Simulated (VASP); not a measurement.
# Bi (R-3m) in VASP: further runs, part 2 of 2

VASP 6.6.1. Earlier steps stand in the parts before.

## 4. Phonons, PBE+D3(BJ)

This run uses another cell than the first one, of 34.57 Å³/atom, 1.030 times its volume.

Contents of POSCAR:

```
Bi
1.0
    2.2656626626      1.3080809481      3.8879167152
   -2.2656626626      1.3080809481      3.8879167152
    0.0000000000     -2.6161618963      3.8879167152
  Bi
     2
Direct
     0.2372661062816524    0.2372661062816524    0.2372661062816524
     0.7627338937183475    0.7627338937183475    0.7627338937183475
```

Contents of INCAR.step1:

```
PREC     = Accurate       # precision mode
ENCUT    = 600            # plane-wave cutoff, eV
EDIFF    = 1E-8           # SCF threshold, eV
ISMEAR   = 1              # smearing method
SIGMA    = 0.2            # smearing width, eV
LREAL    = False          # projectors in reciprocal space
LASPH    = True           # aspherical terms in the spheres
NELM     = 80             # most SCF steps
ALGO     = Normal         # electronic algorithm
ISIF     = 3              # what is computed and relaxed
LWAVE    = False          # write WAVECAR
LCHARG   = False          # write CHGCAR
GGA      = PE             # functional
IVDW     = 12             # dispersion correction
KPAR     = 2            
IBRION   = 2              # ionic algorithm
NSW      = 40             # ionic steps
EDIFFG   = -0.002         # ionic threshold
```

Contents of INCAR.step2:

```
PREC     = Accurate       # precision mode
ENCUT    = 600            # plane-wave cutoff, eV
EDIFF    = 1E-8           # SCF threshold, eV
ISMEAR   = 1              # smearing method
SIGMA    = 0.2            # smearing width, eV
LREAL    = False          # projectors in reciprocal space
LASPH    = True           # aspherical terms in the spheres
NELM     = 80             # most SCF steps
ALGO     = Normal         # electronic algorithm
ISIF     = 2              # what is computed and relaxed
LWAVE    = False          # write WAVECAR
LCHARG   = False          # write CHGCAR
GGA      = PE             # functional
IVDW     = 12             # dispersion correction
KPAR     = 2            
IBRION   = 6              # ionic algorithm
NFREE    = 2            
POTIM    = 0.015          # step
NSW      = 1              # ionic steps
```

Contents of KPOINTS:

```
Automatic mesh
0
Gamma
  18 18 18
```

Potentials or basis: VASP PAW PBE potentials, release 64 (Bi_d).

Started as:

```bash
$ cat potpaw_PBE.64/Bi_d/POTCAR > POTCAR
$ cp INCAR.step1 INCAR
$ mpirun -np 2 vasp_std > vasp.out
$ cp CONTCAR POSCAR
$ cp INCAR.step2 INCAR
$ mpirun -np 2 vasp_std > vasp.out
```

OUTCAR:

```text
PREC = Accurate
   ENCUT = 600
   EDIFF = 1E-8
   ISMEAR = 1
   LREAL = False
   LASPH = True
   NELM = 80
   ISIF = 2
   GGA = PE
   IVDW = 12
   IBRION = 6
   NFREE = 2
   POTIM = 0.015
   NSW = 1
 IVDW          = 12

 ion  position               nearest neighbor table
   1  0.237  0.237  0.237-   2 3.09   2 3.09   2 3.09   2 3.44   2 3.44   2 3.44
   2  0.763  0.763  0.763-   1 3.09   1 3.09   1 3.09   1 3.44   1 3.44   1 3.44

  LATTYP: Found a trigonal (rhomboedric) cell.
 ALAT       =     4.6854783462
 COS(alpha) =     0.5323830724

  Lattice vectors:

 A1 = (   2.2656042430,   1.3080472195,   3.8871271163)
 A2 = (  -2.2656042430,   1.3080472195,   3.8871271163)
 A3 = (   0.0000000000,  -2.6160944391,   3.8871271163)

Analysis of symmetry for initial positions (statically):
=====================================================================
 Subroutine PRICEL returns:
 Original cell was already a primitive cell.

 Routine SETGRP: Setting up the symmetry group for a
 trigonal (rhombohedral) supercell.

 Subroutine GETGRP returns: Found 12 space group operations
 (whereof 12 operations were pure point group operations)
 out of a pool of 12 trial point group operations.

The static configuration has the point symmetry D_3d.

Analysis of symmetry for dynamics (positions and initial velocities):
=====================================================================
 Subroutine PRICEL returns:
 Original cell was already a primitive cell.

 Routine SETGRP: Setting up the symmetry group for a
 trigonal (rhombohedral) supercell.

 Subroutine GETGRP returns: Found 12 space group operations
 (whereof 12 operations were pure point group operations)
 out of a pool of 12 trial point group operations.

The dynamic configuration has the point symmetry D_3d.

 Subroutine INISYM returns: Found 12 space group operations
 (whereof 12 operations are pure point group operations),
 and found     1 'primitive' translations

----------------------------------------------------------------------------------------

                                     Primitive cell

  volume of cell :      69.1174

  direct lattice vectors                    reciprocal lattice vectors
     2.265604243  1.308047220  3.887127116     0.220691677  0.127416399  0.085753134
    -2.265604243  1.308047220  3.887127116    -0.220691677  0.127416399  0.085753134
     0.000000000 -2.616094439  3.887127116     0.000000000 -0.254832798  0.085753134

  length of vectors
     4.685478346  4.685478346  4.685478346     0.268874237  0.268874237  0.268874237

  position of ions in fractional coordinates (direct lattice)
     0.237257899  0.237257899  0.237257899
     0.762742101  0.762742101  0.762742101

  ion indices of the primitive-cell ions
   primitive index   ion index
                 1           1
                 2           2

----------------------------------------------------------------------------------------

 KPOINTS: Automatic mesh
[... 79 lines left out ...]
   NELECT =      30.0000    total number of electrons
   NUPDOWN=      -1.0000    fix difference up-down
   EMIN   =  10.00;   EMAX   =-10.00  energy-range for DOS
   EFERMI =   0.00;   METHOD = LEGACY
   ISMEAR =     1;   SIGMA  =   0.20  broadening in eV -4-tet -1-fermi 0-gaus
   EFERMI_NEDOS =   21; number of points for ismear=-14 and -15
   IALGO  =     38    algorithm
   IMIX   =      4    mixing-type and parameters
     AMIX     =   0.40;   BMIX     =  1.00
     AMIX_MAG =   1.60;   BMIX_MAG =  1.00
  volume/ion in A,a.u.               =      34.56       233.21
  Fermi-wavevector in a.u.,A,eV,Ry     =   1.239518  2.342349 20.904050  1.536404
  Thomas-Fermi vector in A             =   2.373998
   LORBIT       =      0    0 simple, 1 ext, 2 COOP (PROOUT), +10 PAW based schemes
   GGA     = PE    functional components
   LHFCALC =     F    Hartree Fock is set to
   AEXX    =    0.0000 exact exchange contribution
   IVDW    =    12    specifies the selected vdW correction
   LEPSILON=     F    determine dielectric tensor
   LRPA    =     F    only Hartree local field effects (RPA)
 finite differences with symmetry
 non-spin polarized calculation
 Methfessel and Paxton  Order N= 1 SIGMA  =   0.20
  energy-cutoff  :      600.00
  volume of cell :       69.12
 maximum number of plane-waves:      2329
 NGX is ok and might be reduce to    40
   NGX = 19   NGY = 19   NGZ = 19

--------------------------------------- Ionic step        1  -------------------------------------------

 number of electron      30.0000004 magnetization

 Free energy of the ion-electron system (eV)
  ---------------------------------------------------
  ext. energy  EPLUGINS =         0.00000000
  ---------------------------------------------------
  free energy    TOTEN  =        -7.74033382 eV

  energy without entropy =       -7.74308707  energy(sigma->0) =       -7.74125157

------------------------ aborting loop because EDIFF is reached ----------------------------------------

 Edisp (eV)   -0.92411

 E8    (eV) :    -0.4591
[... 151 lines left out ...]
--------------------------------------- Ionic step        5  -------------------------------------------

 number of electron      30.0000003 magnetization

 Free energy of the ion-electron system (eV)
  ---------------------------------------------------
  ext. energy  EPLUGINS =         0.00000000
  ---------------------------------------------------
  free energy    TOTEN  =        -7.73989422 eV

  energy without entropy =       -7.74246050  energy(sigma->0) =       -7.74074965

 E-fermi :   6.5633     XC(G=0):  -9.6236

 val. band max:        6.5266945944   @ k =   0.3333   0.2778   0.2222
 cond. band min:       6.5844422032   @ k =  -0.4444   0.5000   0.4444
 fundamental gap:      0.0577476088
 Fermi energy:         6.5632710687

 k-point     1 :       0.0000    0.0000    0.0000
  band No.  band energies     occupation
      1     -16.4104      2.00000
      2     -16.4104      2.00000
      3     -16.2565      2.00000
      4     -16.2565      2.00000
      5     -16.2451      2.00000
      6     -16.0675      2.00000
[... 505 lines left out ...]
      6     -16.1030      2.00000
[... 11 lines left out ...]
     18       9.1045     -0.00000
     19      11.5938      0.00000

 [... further k-points ...]

------------------------ aborting loop because EDIFF is reached ----------------------------------------

 Edisp (eV)   -0.92414

 E8    (eV) :    -0.4592
[... 25 lines left out ...]
  FREE ENERGIE OF THE ION-ELECTRON SYSTEM (eV)
  ---------------------------------------------------
  free  energy   TOTEN  =        -8.6640310986 eV

  energy  without entropy=       -8.6665973724  energy(sigma->0) =       -8.66488652

 INTERNAL STRAIN TENSORS FROM DISPLACED ATOMS
 ============================================

 INTERNAL STRAIN TENSOR FOR ION    1 for displacements in x,y,z  (eV/Angst):
          X           Y           Z          XY          YZ          ZX
  --------------------------------------------------------------------------------
  x     0.00000     0.00000     0.00000     2.51723     0.00000    -5.14599
  y     2.51723    -2.51723     0.00000     0.00000    -5.14599     0.00000
  z    -2.96975    -2.96975    -5.55768     0.00000     0.00000     0.00000

 INTERNAL STRAIN TENSOR FOR ION    2 for displacements in x,y,z  (eV/Angst):
          X           Y           Z          XY          YZ          ZX
  --------------------------------------------------------------------------------
  x     0.00000     0.00000     0.00000    -2.51723     0.00000     5.14599
  y    -2.51723     2.51723    -0.00000    -0.00000     5.14599     0.00000
  z     2.96975     2.96975     5.55768     0.00000    -0.00000     0.00000

 Eigenvectors and eigenvalues of the dynamical matrix
 ----------------------------------------------------

   1 f  =    2.937357 THz    18.455960 2PiTHz   97.979693 cm-1    12.147928 meV
             X         Y         Z           dx          dy          dz
      0.000000 -0.000000  2.766755    -0.000000   -0.000000    0.707107
      0.000000 -0.000000  8.894627     0.000000    0.000000   -0.707107
[... 16 lines left out ...]
   5 f  =    0.000000 THz     0.000000 2PiTHz    0.000001 cm-1     0.000000 meV
             X         Y         Z           dx          dy          dz
      0.000000 -0.000000  2.766755     0.496665   -0.427134   -0.266234
      0.000000 -0.000000  8.894627     0.496665   -0.427134   -0.266234

   6 f/i=    0.000000 THz     0.000000 2PiTHz    0.000001 cm-1     0.000000 meV
             X         Y         Z           dx          dy          dz
      0.000000 -0.000000  2.766755    -0.040059    0.339300   -0.619089
      0.000000 -0.000000  8.894627    -0.040059    0.339300   -0.619089

 ELASTIC MODULI CONTR FROM IONIC RELAXATION (kBar)
 Direction    XX          YY          ZZ          XY          YZ          ZX
 --------------------------------------------------------------------------------
 XX        -145.7123     34.8696   -103.7170      0.0000    184.5825     -0.0000
 YY          34.8696   -145.7123   -103.7170     -0.0000   -184.5825      0.0000
 ZZ        -103.7170   -103.7170   -194.0988      0.0000      0.0000     -0.0000
 XY           0.0000     -0.0000      0.0000    -90.2909     -0.0000    184.5826
 YZ         184.5825   -184.5825      0.0000     -0.0000   -377.3437      0.0000
 ZX          -0.0000      0.0000     -0.0000    184.5826      0.0000   -377.3441
 --------------------------------------------------------------------------------
```

Run time: 36 min. Hardware: 2 MPI ranks of Intel Xeon 6975P-C (Granite Rapids), shared host; peak memory 5.4 GiB.

What came out:

| Item | Value |
| --- | --- |
| Highest phonon frequency at Γ | 98 cm⁻¹ |
| Dispersion energy per atom | -0.462 eV |

Phonon frequencies in cm⁻¹ (negative: imaginary):
| q point | frequencies |
| --- | --- |
| (0.000, 0.000, 0.000) | 0 0 0 65 65 98 |

Caveat: spin-orbit coupling is left out, which moves the levels of the heavy elements.
